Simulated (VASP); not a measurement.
A run of VASP 6.6.1 is set up as follows.

Contents of INCAR:

```
SYSTEM = BaTiO3
  PREC = Accurate
  ENCUT = 520
  EDIFF = 1E-6
  ISMEAR = 0
  SIGMA = 0.02
  LREAL = .False.
  LASPH = .True.
  NELM = 100
  ALGO = Normal
  ISIF = 2
  LWAVE = .False.
  LCHARG = .False.
  GGA = PE
  LOPTICS = .True.
  NBANDS = 44
  NEDOS = 2000
  CSHIFT = 0.1
```

File KPOINTS:

```
regular mesh
0
Gamma
  7 7 7
  0 0 0
```

Contents of POSCAR:

```
BaTiO3
1.0
    3.9998000000      0.0000000000      0.0000000000
    0.0000000000      3.9998000000      0.0000000000
    0.0000000000      0.0000000000      4.0180000000
Ba Ti O
1 1 3
Direct
    0.0000000000      0.0000000000      0.0000000000
    0.5000000000      0.5000000000      0.4900000000
    0.0000000000      0.5000000000      0.5170000000
    0.5000000000      0.0000000000      0.5170000000
    0.5000000000      0.5000000000      0.0190000000
```

Potentials or basis: VASP PAW PBE potentials, release 64 (Ba_sv, Ti_sv, O).

The run is started by

```bash
$ cat potpaw_PBE.64/Ba_sv/POTCAR potpaw_PBE.64/Ti_sv/POTCAR potpaw_PBE.64/O/POTCAR > POTCAR
$ mpirun -np 1 vasp_std > vasp.out
```

(1) Estimate the pressure.

(2) Predict the band gap on the k mesh.

(3) Predict the largest force.

Answers

(1) 4.2 GPa.

(2) 1.87 eV, indirect (least direct gap 2.06 eV).

(3) 0.273 eV/Å.

Caveat: spin-orbit coupling is left out, which moves the levels of the heavy elements; an odd mesh through Γ misses points on the zone boundary, where band edges often lie.
